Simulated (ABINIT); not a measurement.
Set up this calculation in ABINIT 10.8.3 (patched build), as the native input.

- Task: equation of state
- Functional: PBEsol
- Potentials or basis: JTH PAW PBE v2.0
- Cutoff: 408 eV
- k mesh: 9 × 9 × 9
- Occupations: fermi-dirac, width 0.05 eV
- Spin: no spin polarisation
- Fine-grid cutoff: 816.342 eV
- Exchange and correlation inside the PAW spheres: full angular mesh (pawxcdev 0, this build's default; the released program takes 1)

The system is ZnS.

```
CELL_PARAMETERS angstrom
0.00000 2.70200 2.70200
2.70200 0.00000 2.70200
2.70200 2.70200 0.00000
ATOMIC_POSITIONS crystal
Zn 0.75000 0.75000 0.75000
S 0.00000 0.00000 0.00000
```

These files were run (other wordings do the same):

run.abi

```
# Datasets: one volume each
ndtset 7
getwfk -1
scalecart1 3*0.9795861087
scalecart2 3*0.9864848297
scalecart3 3*0.9932883884
scalecart4 3*1.0000000000
scalecart5 3*1.0066227096
scalecart6 3*1.0131594038
scalecart7 3*1.0196128224

# Pseudopotentials
pp_dirpath "./"
pseudos "Zn.GGA_PBE-JTH.xml, S.GGA_PBE-JTH.xml"

# Structure
acell 7.2210310021 7.2210310021 7.2210310021
rprim
     0.0000000000     0.7071067812     0.7071067812
     0.7071067812     0.0000000000     0.7071067812
     0.7071067812     0.7071067812     0.0000000000
ntypat 2
znucl 30 16
natom 2
typat 1 2
xred
     0.7500000000     0.7500000000     0.7500000000
     0.0000000000     0.0000000000     0.0000000000

# Plane-wave basis
ecut 408.170794 eV
pawecutdg 30.0

# k points
kptopt 1
ngkpt 9 9 9
nshiftk 1
shiftk 0.0 0.0 0.0

# Exchange and correlation
ixc -116133

# Bands and occupations
nband 13
occopt 3
tsmear 0.00183747

# SCF cycle
nstep 100
tolvrs 1.0e-9

# Output
iomode 3
prtwf 1
prtden 0
prteig 0
prtebands 0
```

Potentials or basis: JTH PAW PBE v2.0.

The run is started by

```sh
$ abinit run.abi > log 2>&1
```

Results of the run:

The equilibrium volume is 19.22 Å³/atom, the bulk modulus is 80 GPa and the pressure derivative of the bulk modulus is 4.6.

Caveat: the cutoff is too short for stress, so the log's stress isn't used; pressures at fixed basis lie under the slope of the energies; the PAW data sets were made with another functional, which shifts forces and pressure a little.

Wall time 3.6 min on 1 thread of Arm Neoverse V2, with other jobs on the host, peak memory 0.13 GiB.
